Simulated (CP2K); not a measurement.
Crystal: Sn.

```
Sn
1.0
     4.57264    0.00000    0.00000
     2.28632    3.96002    0.00000
     2.28632    1.32001    3.73354
Sn
2
Direct
  0.75000 0.75000 0.75000
  0.50000 0.50000 0.50000
```

This isn't the form of Sn at room conditions, which is tetragonal (white tin).

Base run:

| Property | Result |
| --- | --- |
| Program | CP2K 2026.2 |
| Functional | PW91 |
| Potentials or basis | POTENTIAL_UZH Sn GTH-PBE-q4; TZVP-MOLOPT-PBE-GTH basis |
| Density cutoff | 9184 eV |
| k mesh | 7 × 7 × 7 |
| Occupations | fermi-dirac, width 0.05 eV |
| Spin | no spin polarisation |

Its results: band gap on the k mesh none (metal or under the smearing width); pressure 4.1 GPa.

Q: After a change of settings the same cell gave: band gap on the k mesh none (metal or under the smearing width); pressure 0.3 GPa. Which change was it?
A. functional from PW91 to LDA
B. functional from PW91 to BLYP
C. functional from PW91 to PBE
D. functional from PW91 to HLE17

A: D.

Caveats: the potentials were made for another functional, which shifts forces and pressure; spin-orbit coupling is left out, which moves the levels of the heavy elements; the basis of atomic orbitals isn't converged, which shifts pressures, moduli and gaps; the potentials were made for a functional far from this one (some runs).
